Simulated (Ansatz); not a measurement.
## BN, space group P6_3/mmc: a comparison of functionals at one structure, step by step

Program: Ansatz's Python interface.

Notebook, run cell by cell (the value of a cell's last expression is shown):

In [1]:
```python
import ansatz as az
import numpy as np
```

In [2]:
```python
vectors = np.array([
    [2.49824, 0.0, 0.0],
    [-1.24912, 2.163539, 0.0],
    [0.0, 0.0, 6.6357],
])
system = (
    az.Lattice.of(vectors)
    .atom("B", (1 / 3, 2 / 3, 0.25))
    .atom("B", (2 / 3, 1 / 3, 0.75))
    .atom("N", (1 / 3, 2 / 3, 0.75))
    .atom("N", (2 / 3, 1 / 3, 0.25))
)
```

In [3]:
```python
system.resolved().tree()["lattice"]
```
Out [3]:
```text
((2.49824, 0.0, 0.0), (-1.24912, 2.163539, 0.0), (0.0, 0.0, 6.6357))
```

In [4]:
```python
model = (
    system.calculation()
    .scf(tolerance=1e-07)
    .basis(19 * az.Ha)
    .occupations("fixed")
    .kpoints(8, 8, 3)
    .forces()
    .stress()
)
```

In [5]:
```python
rows = []
for value in ["blyp", "r2scan", "pbesol", "rpbe"]:
    rep = model.functional(value).run().report
    rows.append((value, rep["free_energy_ev"] / len(rep["lattice"]["sites"]), rep["n_iterations"], sum(rep["stress_gpa"][i][i] for i in range(3)) / 3, max(abs(f) for row in rep["forces_ev_ang"] for f in row), rep["n_kpoints"]))
```
```text
DeckWarning: output.stress: scf.convergence.dr2_threshold = 1e-7 eV (the SCF's general default) is looser than the 4e-10 eV advised for a printed stress (1e-10 eV for each atom of the cell: 4). What an SCF threshold leaves in a stress goes as its square root, and in the free energy as the threshold itself, and one [...]
```

In [6]:
```python
print("  functional   F/atom (eV)    iterations       P (GPa)  max component (eV/A)      k-points")
for row in rows:
    print(f"{str(row[0]):>12s}  {row[1]:12.5f}  {row[2]:12d}  {row[3]:12.3f}  {row[4]:20.4f}  {row[5]:12d}")
```
```text
  functional   F/atom (eV)    iterations       P (GPa)  max component (eV/A)      k-points
        blyp    -272.20578             6         7.266                0.0000            20
      r2scan    -272.06142             7         1.126                0.0000            20
      pbesol    -266.89081             6         2.182                0.0000            20
        rpbe    -272.49488             6         9.034                0.0000            20
```

From lowest to highest: r2SCAN (1.1 GPa), PBEsol (2.2 GPa), BLYP (7.3 GPa) and RPBE (9.0 GPa). At a fixed cell a lower pressure usually means a smaller equilibrium volume, so r2SCAN prefers the smallest cell and RPBE the largest. Gaps by band count in the reports: BLYP 4.35 eV, r2SCAN 4.83 eV, PBEsol 4.17 eV and RPBE 4.39 eV (Kohn-Sham values on this mesh, as a rule under measured gaps).

What to keep in mind:
- Forces vanish by symmetry here and test nothing.
- Of the deposited cell: the entry's cell lengths or inner coordinates differ somewhat from later room-temperature determinations.
- Pressure is positive in compression.
- The structure is a deposited one; some such entries were measured under pressure or heat, so a shift against it needn't be the functional's error alone.
- Warnings are shown shortened and without file and line.
- Total energies of different functionals can't be compared; pressures, moments and gaps at this one structure can.
- Run time: 3.4 s on 1 thread of Intel(R) Xeon(R) 6975P-C (Granite Rapids) (shared host), peak memory 0.46 GiB.

(Lines on the test bed's own set-up are left out of the output.)
